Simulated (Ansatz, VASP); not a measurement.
SiNi: VASP beside Ansatz

```
Si Ni
1.0
     2.83791    0.00000    0.00000
     0.00000    2.83791    0.00000
     0.00000    0.00000    2.83791
Si Ni
1 1
Cartesian
  0.0000 0.0000 0.0000
  1.4190 1.4190 1.4190
```

Alike in both runs: functional PBE; k mesh 20 × 20 × 20; occupations gaussian, width 0.1 eV; no spin polarisation.

Ansatz relaxed the structure, and its values are those at the end. VASP's run is a single point on that final structure, the one shown.

```csv
,VASP,Ansatz
version,VASP 6.6.1,Ansatz 0.2.0
potentials or method,"VASP PAW PBE potentials, release 64 (Si, Ni)","scalar-relativistic, plane waves, PAW"
plane-wave cutoff (eV),520,420
valence electrons in the cell,14,22
```

VASP gave:

```
gap on the k mesh at the Fermi level (eV) : none
pressure (GPa)                            : 0.1
```

Which values does Ansatz return?

gap on the k mesh at the Fermi level (eV): none; pressure (GPa): 0.0.

A gap of «none» marks a metal or a gap that the smearing closes. With one functional, cell and mesh, what is left measures potentials, basis and numerics. The two sets of potentials don't hold the same shells in valence.

Spin polarisation is off, so any magnetic state and its effect on volume and gap are missing.
